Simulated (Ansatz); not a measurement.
## In in Ansatz: the effect of target pressure

Crystal: In.

```
In
1.0
    -1.62547    1.62547    2.47370
     1.62547   -1.62547    2.47370
     1.62547    1.62547   -2.47370
In
1
Direct
  0.00000 0.00000 0.00000
```

Alike in all runs:

| Quantity | Value |
| --- | --- |
| Program | Ansatz 0.2.0 |
| Task | relaxation of cell and atoms |
| Functional | r2SCAN |
| Potentials or basis | Ansatz PAW |
| Cutoff | 500 eV (not typed: the program's choice for these potentials) |
| k mesh | 11 × 11 × 11 |
| Occupations | fermi-dirac, width 0.05 eV |
| Spin | no spin polarisation |

Each run relaxes the cell or the atoms first.

```tsv
target pressure	relaxed volume (Å³/atom)
0 GPa	26.25
2 GPa	25.18
5 GPa	?
10 GPa	22.43
20 GPa	20.44
30 GPa	19.13
```

Problem. What does the run with target pressure 5 GPa give?

Solution. Relaxed volume 23.94 Å³/atom.

Worked out: In Murnaghan's law V^(-B') rises as a straight line in P. The other rows fit best with B' = 4.3, V0 = 26.24 Å³/atom and B0 = 45 GPa, which gives 23.95 Å³/atom at 5 GPa, against the run's 23.94.

Caveats: the plane-wave basis is chosen anew once the cell has moved, so the energies of steps on either side of that aren't comparable; the PAW data sets come from PBE, with cores solved anew for the run's functional, which leaves a small shift of forces and pressure; the volume moved by over 15 % at a fixed basis, so the end points are rough (some runs).
